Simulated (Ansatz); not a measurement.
BaTiO3:

```xyz
5
Lattice="3.9998 0.0000 0.0000 0.0000 3.9998 0.0000 0.0000 0.0000 4.0180" Properties=species:S:1:pos:R:3 pbc="T T T"
Ba    0.0000    0.0000    0.0000
Ti    1.9999    1.9999    1.9688
O     0.0000    1.9999    2.0773
O     1.9999    0.0000    2.0773
O     1.9999    1.9999    0.0763
```

Below is the output of Ansatz 0.2.0 for this cell. Logs are shortened: lines on timing, memory, paths and dates and some standing lists are left out, and cuts for length are marked.

```text
Warning: RAYON_NUM_THREADS=2 ignored (pool sized by the plan → 2); use --threads N
Engine: ansatz 0.2.0, aarch64-unknown-linux-gnu
Pseudopotentials: kind: paw
Pseudopotential: Ba, paw, valence charge 10, recommended cutoff 420 eV (normal), Ba.paw.azcp
Pseudopotential: Ti, paw, valence charge 12, recommended cutoff 420 eV (normal), Ti.paw.azcp
Pseudopotential: O, paw, valence charge 6, recommended cutoff 420 eV (normal), O.paw.azcp
Functional definition: PBE
  parameter kappa = 0.804
  parameter beta = 0.06672455060314922
  exchange = pbe_x(kappa = kappa, mu = beta*pi^2/3)
  correlation = pbe_c(beta = beta)
Crystal: 5 atoms, lattice volume = 64.282 Å³
Basis set: ecut = 420 eV, 1237 PW (Γ), exchange–correlation on 54×54×54 points (8 copies of the dense FFT grid, shifted against one another)
Bands: 25, of which v1, the nominal top of the filled ones, is band 20 counted from 1 (19 counted from 0)
Symmetry: 8 space group operations
Space group: P4mm (ITA 99), of the structure as read, at distance tolerance 4.0e-5 Å
k-points: 40 of 343 (time reversal used)
Non-local potential: Ba, projectors of the file, l = 0: 3, l = 1: 2, l = 2: 2, l = 3: 2
Non-local potential: Ti, projectors of the file, l = 0: 3, l = 1: 2, l = 2: 3, l = 3: 1
Non-local potential: O, projectors of the file, l = 0: 2, l = 1: 2, l = 2: 1
PAW form: soft (Blöchl's): semilocal exchange-correlation on the pseudo side does not see the compensation charge
PAW one-centre angular grid: Ba, 194 points (default); XC on 64 Gauss nodes
PAW one-centre angular grid: Ti, 590 points (default); XC on 64 Gauss nodes
PAW one-centre angular grid: O, 110 points (default); XC on 64 Gauss nodes
Initial density: superposition of atomic densities (neutral atoms: chi_scale 0, normalization atom), corrected by the library's trained network
Initial wavefunctions: pseudopotential atomic-orbital guess
Functional: x = pbe(κ = 0.804, μ = 0.2195149727645171), c = pbe(β = 0.06672455060314922)
[... 156 lines left out ...]
Fermi energy:    10.900658 eV
--- Per-component energies (eV) ---
  E_band       = -161.383100
  E_kinetic    = 968.618395
  E_local      = -2177.067596  (includes V_loc(G=0)·N_el)
  E_nonlocal   = 203.754773
  E_hartree    = 848.906863
  E_xc         = -490.890264
  E_vxc        = -545.316615  (∫ρ·V_xc dr)
  E_paw        = -6744.629232  (= ΣΔE_a)
  E_vpaw       = -309.193201  (= ΣTr[D̂ρ^β])
  E_aug_tail   = 0.007428  (compensation charges beyond the density's cutoff)
  E_ewald      = -2768.319441
  E_smearing   = -0.000000  (= −TS)
  E_closure    = -0.000000  (closes the sum)
  Σ components = -10159.619073   (vs F -10159.619073, Δ=0.00e0)
--- Forces (eV/Å), atoms counted from 1 ---
  atom   1  Ba     0.00000000    -0.00000000    -0.00041939
  atom   2  Ti     0.00000000    -0.00000000    -0.00072116
  atom   3  O      0.00000000     0.00000000     0.00028080
  atom   4  O     -0.00000000    -0.00000000     0.00028080
  atom   5  O     -0.00000000    -0.00000000     0.00058187
  max |Σ_I F_I| component: 2.91e-6 eV/Å
--- Stress (GPa, compression-positive) ---
       -0.015377      -0.000000       0.000000
       -0.000000      -0.015377      -0.000000
        0.000000      -0.000000       0.049650
  P = ⅓ Tr σ = 0.0063 GPa (0.063 kbar)
--- Band table (eV; the first three rows and the last of 40) ---
  k-point 0: bands = ["-46.5872", "-22.9328", "-22.7977", "-22.7977", "-15.0455", "-6.9936", "-6.4160", "-6.2520", "-0.2617", "-0.1869", "-0.1869", "7.4280", "7.5497", "7.5497", "8.2426", "8.2426", "8.6331", "9.0845", "9.4329", "9.4329", "11.8197", "12.4485", "12.4485", "14.0354", "14.2459"]
  k-point 1: bands = ["-46.5871", "-22.9383", "-22.7975", "-22.7975", "-15.0315", "-6.9987", "-6.4209", "-6.2480", "-0.1769", "-0.1682", "-0.1682", "7.1316", "7.4925", "7.4925", "8.1303", "8.1303", "8.5032", "8.8210", "9.4048", "9.4048", "11.8375", "12.6434", "12.6434", "14.0350", "14.6233"]
  k-point 2: bands = ["-46.5870", "-22.9505", "-22.7970", "-22.7970", "-14.9996", "-7.0523", "-6.3818", "-6.2391", "-0.1252", "-0.1252", "0.0126", "6.5129", "7.3403", "7.3403", "7.9389", "7.9389", "8.2410", "8.3328", "9.3353", "9.3353", "11.8784", "13.0675", "13.0675", "14.0354", "15.3273"]
  k-point 39: bands = ["-46.5851", "-22.9546", "-22.8434", "-22.8434", "-14.8305", "-6.4068", "-6.1173", "-6.0702", "-0.8490", "-0.7973", "-0.6051", "5.6120", "6.2477", "6.3249", "7.1718", "7.3382", "7.3911", "9.4037", "9.4490", "9.8716", "13.8901", "13.8942", "13.9950", "16.0453", "16.5918"]
--- Relaxed structure (10 steps of the walk, 10 accepted, 2 SCFs on fresh bases) ---
  F+E_penalty+E_count = -10159.61907347 eV   max|allowed force component| = 7.217e-4 eV/Å   (the final SCF, on the basis selected at the relaxed cell)
  cell:  # Å, volume = 66.7067 Å³
    - [3.9862170472031533, -6.7305617210055775e-34, 3.3692692314945065e-17]
    - [-8.6535793555786e-34, 3.9862170472031533, -7.932447742613717e-34]
    - [3.384600173044884e-17, -7.968542184564706e-34, 4.198052143030984]
  atoms:
    - { symbol: Ba, position: [-2.0352282222078493e-18, -3.6353745387578457e-34, -0.01042781172779183] }
    - { symbol: Ti, position: [0.49999999999999994, 0.49999999999999994, 0.47229497332936987] }
    - { symbol: O, position: [6.402399531304206e-19, 0.49999999999999994, 0.5202803700435188] }
    - { symbol: O, position: [0.49999999999999994, 3.105717321190477e-34, 0.5202803700435188] }
    - { symbol: O, position: [0.49999999999999994, 0.49999999999999994, 0.040572098311384704] }
```

Write the input and the command behind it.

Relaxation of cell and atoms with PBE, no spin polarisation. The files as run (others can give the same):

input.yaml
```yaml
crystal:
  lattice:
    - [3.9998, 0.0, 0.0]
    - [0.0, 3.9998, 0.0]
    - [0.0, 0.0, 4.018]
  atoms:
    - { symbol: Ba, position: [0.0, 0.0, 0.0] }
    - { symbol: Ti, position: [0.5, 0.5, 0.49] }
    - { symbol: O, position: [0.0, 0.5, 0.517] }
    - { symbol: O, position: [0.5, 0.0, 0.517] }
    - { symbol: O, position: [0.5, 0.5, 0.019] }
hamiltonian:
  xc: pbe
  pseudopotentials: { kind: paw }
kpoints:
  mp_grid: { grid: [7, 7, 7] }
scf:
  occupations: { method: fermi_dirac, width: 0.05 }
output:
  forces: true
  stress: true
  eigenvalues: true
relax:
  f_tol: 0.01
  max_steps: 40
  cell: { stress_tol: 0.05 }
```

Potentials or basis: Ansatz PAW.
Command:
```console
$ ansatz run input.yaml --threads 2 --pin off --max-ram 5632MiB --backend cpu --events-out ev --progress --plain --runs-dir out
```

Caveat: odd divisions of the mesh miss points on the zone boundary, where band edges often lie, so the gap on the mesh can be too wide; the plane-wave basis is chosen anew once the cell has moved, so the energies of steps on either side of that aren't comparable; the pressure holds a Pulay correction of +0.5 GPa for the finite cutoff; spin-orbit coupling is left out, which moves the levels of the heavy elements.
